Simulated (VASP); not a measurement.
## From an Ansatz input to VASP: BeTe (rocksalt)

Ansatz input

```yaml
crystal:
  lattice:
    - [0.0, 2.6787789319, 2.6787789319]
    - [2.6787789319, 0.0, 2.6787789319]
    - [2.6787789319, 2.6787789319, 0.0]
  atoms:
    - { symbol: Be, position: [0.0, 0.0, 0.0] }
    - { symbol: Te, position: [0.5, 0.5, 0.5] }
kpoints:
  mp_grid: { grid: [8, 8, 8] }
hamiltonian:
  xc: pbesol
scf:
  occupations: { method: fermi_dirac, width: 0.02 }
relax:
  f_tol: 0.005
  cell: {}
```

Task: Translate this input to VASP.

Result: 

INCAR

```
NBANDS = 11
PREC = Accurate
GGA = PS
ENCUT = 600
LASPH = .TRUE.
NSW = 40
LWAVE = .FALSE.
ISMEAR = -1
EDIFF = 1E-7
SIGMA = 0.02
IBRION = 2
EDIFFG = -5E-3
LREAL = .FALSE.
LCHARG = .FALSE.
NELM = 120
ISIF = 3
```

KPOINTS

```
KPOINTS created by Atomic Simulation Environment
0
Gamma
8 8 8
0 0 0
```

POSCAR

```
Be Te
 1.0000000000000000
     0.0000000000000000    2.6787789319150610    2.6787789319150610
     2.6787789319150610    0.0000000000000000    2.6787789319150610
     2.6787789319150610    2.6787789319150610    0.0000000000000000
 Be  Te
   1   1
Cartesian
  0.0000000000000000  0.0000000000000000 -0.0000000000000000
  2.6787789319150610  2.6787789319150610  2.6787789319150610
```

VASP ran with the recommended PBE PAW datasets (8 valence electrons in the cell). Other inputs would serve too.

|  | Ansatz | VASP |
| --- | --- | --- |
| relaxed cell vector lengths | 3.747, 3.747, 3.747 Å | 3.751, 3.751, 3.751 Å |
| relaxed cell volume | 37.21 Å³ | 37.31 Å³ |

Datasets and cutoffs are each program's own. VASP's cell holds 8 valence electrons and Ansatz's 18.
